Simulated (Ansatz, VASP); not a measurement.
# One calculation of Mo, two programs

```xyz
1
Lattice="0.0000 2.0010 2.1511 2.0010 0.0000 2.1511 2.0010 2.0010 0.0000" Properties=species:S:1:pos:R:3 pbc="T T T"
Mo    0.0000    0.0000    0.0000
```

Change from the starting cell: engineering shear strain xz +0.0000, normal strain along z +0.0750.

Alike in both runs: task single point; functional PBE; k mesh 20 × 20 × 20; occupations gaussian, width 0.15 eV; no spin polarisation.

|  | VASP | Ansatz |
| --- | --- | --- |
| version | VASP 6.6.1 | Ansatz 0.2.0 |
| potentials or method | VASP PAW PBE potentials, release 64 (Mo_sv) | scalar-relativistic, plane waves, PAW |
| plane-wave cutoff (eV) | 520 | 420 |
| valence electrons in the cell | 14 | 14 |

```tsv
	VASP	Ansatz	Ansatz less VASP
gap on the k mesh at the Fermi level (eV)	none	none	-
pressure (GPa)	-14.4	-14.7	-0.35
largest component of the traceless stress (GPa)	5.82	5.84	+0.025
```

A gap of «none» marks a metal or a gap that the smearing closes.
